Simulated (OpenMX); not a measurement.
The system is Li.

```
CELL_PARAMETERS angstrom
3.11100 0.00000 0.00000
-1.55550 2.69421 0.00000
0.00000 0.00000 5.09300
ATOMIC_POSITIONS crystal
Li 0.66667 0.33333 0.75000
Li 0.33333 0.66667 0.25000
```

This isn't the form of Li at room conditions, which is bcc.

* Program: OpenMX 3.8.5
* Task: single point
* Functional: PBE
* Potentials or basis: OpenMX 2013 PBE set, Li8.0-s3p2, grid cutoff 300 Ry
* k mesh: 11 × 11 × 5
* Occupations: fermi-dirac, width 0.05 eV
* Spin: no spin polarisation

On this cell: pressure -0.9 GPa; largest force 0.034 eV/Å; band gap on the k mesh none (metal or under the smearing width).

The same run follows on a disturbed copy (atoms moved at random, drawn with an rms of 0.05 Å):

```
Li
1.0
     3.11100    0.00000    0.00000
    -1.55550    2.69421    0.00000
     0.00000    0.00000    5.09300
Li
2
Direct
  0.66777 0.33675 0.75534
  0.33089 0.67143 0.24566
```

**Question.** What does the disturbed cell give?

**Answer.** The energy (extrapolated to zero smearing) moves by +0.1 meV/atom; pressure -0.9 GPa; largest force 0.051 eV/Å; band gap on the k mesh none (metal or under the smearing width).

Forces in eV/Å, atoms in the order of the input:
```
Li   0.000  0.044 -0.026
Li  -0.024 -0.020  0.026
```

The forces don't sum to zero, so they hold noise of the program's grid.

Caveats: the basis of atomic orbitals isn't converged, which shifts pressures, moduli and gaps.
